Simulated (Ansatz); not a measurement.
The system is SnO2 (Cassiterite).

```
CELL_PARAMETERS angstrom
4.73800 0.00000 0.00000
0.00000 4.73800 0.00000
0.00000 0.00000 3.18650
ATOMIC_POSITIONS crystal
Sn 0.50000 0.50000 0.50000
Sn 0.00000 0.00000 0.00000
O 0.80710 0.19290 0.50000
O 0.69290 0.69290 0.00000
O 0.19290 0.80710 0.50000
O 0.30710 0.30710 0.00000
```

- Program: Ansatz 0.2.0
- Task: relaxation of cell and atoms
- Functional: PBE
- Potentials or basis: Ansatz PAW earlier set
- Cutoff: 930 eV (not typed: the program's choice for these potentials)
- k mesh: 6 × 6 × 8
- Occupations: fermi-dirac, width 0.05 eV
- Spin: no spin polarisation

At the start: volume 11.92 Å³/atom.

Question: Where does the relaxation end?

Answer: It ends after 5 steps and the volume is 12.57 Å³/atom (+5.5 %); space group P4_2/mnm (No. 136, to 0.05 Å).

Step by step:
```csv
step,energy change (eV),largest force (eV/Å),volume (Å³)
1,0.0000,0.2725,71.53
2,-0.1273,0.0329,75.11
3,-0.1283,0.0377,75.43
4,-0.1287,0.0007,75.45
5,-0.1290,0.0008,75.45
```

Final structure:
```
CELL_PARAMETERS angstrom
4.82702 0.00000 0.00000
0.00000 4.82702 0.00000
0.00000 0.00000 3.23807
ATOMIC_POSITIONS crystal
Sn 0.50000 0.50000 0.50000
Sn 0.00000 0.00000 0.00000
O 0.80659 0.19341 0.50000
O 0.69341 0.69341 0.00000
O 0.19341 0.80659 0.50000
O 0.30659 0.30659 0.00000
```

Caveat: the plane-wave basis is chosen anew once the cell has moved, so the energies of steps on either side of that aren't comparable.
